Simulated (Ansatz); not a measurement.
# TaN: the cost of one run

Computed with Ansatz 0.2.0 (DFT PBE, scalar-relativistic, plane waves, PAW, unless a step's input says otherwise).

2 further runs of the same task are left out: 1 that didn't finish, 1 set aside as unsound or not needed.

## 1. The starting structure

Symmetry: Fm-3m, No. 225, cubic system. Conventional cell: a = 4.358 Å, b = 4.358 Å, c = 4.358 Å, α = 90.00°, β = 90.00°, γ = 90.00°. Ta (site symmetry m-3m) has 6 N at 2.18 Å as nearest neighbours. Around N (site symmetry m-3m) lie 6 Ta at 2.18 Å.

Structure file:

```
CELL_PARAMETERS angstrom
0.00000 2.17900 2.17900
2.17900 0.00000 2.17900
2.17900 2.17900 0.00000
ATOMIC_POSITIONS crystal
Ta 0.50000 0.50000 0.50000
N 0.00000 0.00000 0.00000
```

The structure comes from the Crystallography Open Database.

## 2. A change within the space group

What differs from the listed cell: strain xx, yy, zz, yz, xz, xy = +3.9, +3.9, +3.9, +0.0, +0.0, +0.0 %.

Contents of input.yaml:

```yaml
crystal:
  lattice:
    - [0.0, 2.26317477, 2.26317477]
    - [2.26317477, 0.0, 2.26317477]
    - [2.26317477, 2.26317477, 0.0]
  atoms:
    - { symbol: Ta, position: [0.5, 0.5, 0.5] }
    - { symbol: "N", position: [0.0, 0.0, 0.0] }
basis:
  ecutwfc: 420
kpoints:
  mp_grid: { grid: [16, 16, 16] }
hamiltonian:
  xc: pbe
scf:
  occupations: { method: gaussian, width: 0.1 }
output:
  forces: true
  stress: true
  eigenvalues: true
```

Started as:

```console
ansatz run input.yaml --threads 1 --pin off --max-ram 1331MiB --backend cpu --events-out ev --progress --plain --runs-dir out
```

**Question.** How long does this run take on 1 thread of an x86-64 CPU, shared host, and how much memory does it need?

About 7.5 s, with a peak of 0.36 GiB.
